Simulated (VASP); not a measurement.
Runs of VASP 6.6.1 on Pt. The cell holds a slab with vacuum, 16 atoms: a = 5.544 Å, b = 5.544 Å, c = 23.290 Å, α = 90.00°, β = 90.00°, γ = 60.00°. The cell was built by a generator and needn't be a form met in nature.

| level | potentials or basis | gap on the mesh (eV) | largest force (eV/Å) |
| --- | --- | --- | --- |
| rev-vdW-DF2 | VASP PAW PBE potentials, release 64 (Pt) | none | 0.30 |
| LDA | VASP PAW LDA potentials, release 64 (Pt) | none | (b) |
| PBE | VASP PAW PBE potentials, release 64 (Pt) | none | 0.44 |
| optB86b-vdW | VASP PAW PBE potentials, release 64 (Pt) | none | 0.29 |
| RPBE+D3(BJ) | VASP PAW PBE potentials, release 64 (Pt) | none | 1.41 |
| RPBE | VASP PAW PBE potentials, release 64 (Pt) | none | (a) |
| PBEsol | VASP PAW PBE potentials, release 64 (Pt) | none | 0.22 |

Alike in all rows: task single point; no spin polarisation; cell as given; k mesh 6 × 6 × 1; cutoff (eV) 400; smearing methfessel-paxton 0.1 eV.

Question: Estimate the missing entries.

Answer: (a) 0.62; (b) 0.40.

Caveats: the PAW data sets were made with another functional, which shifts forces and pressure a little (some runs).

A k mesh can miss the band edges, and the runs leave out spin-orbit coupling on Pt.

A gap of «none» marks a metal or a gap under the smearing width.

Not every run made on this cell is shown here.
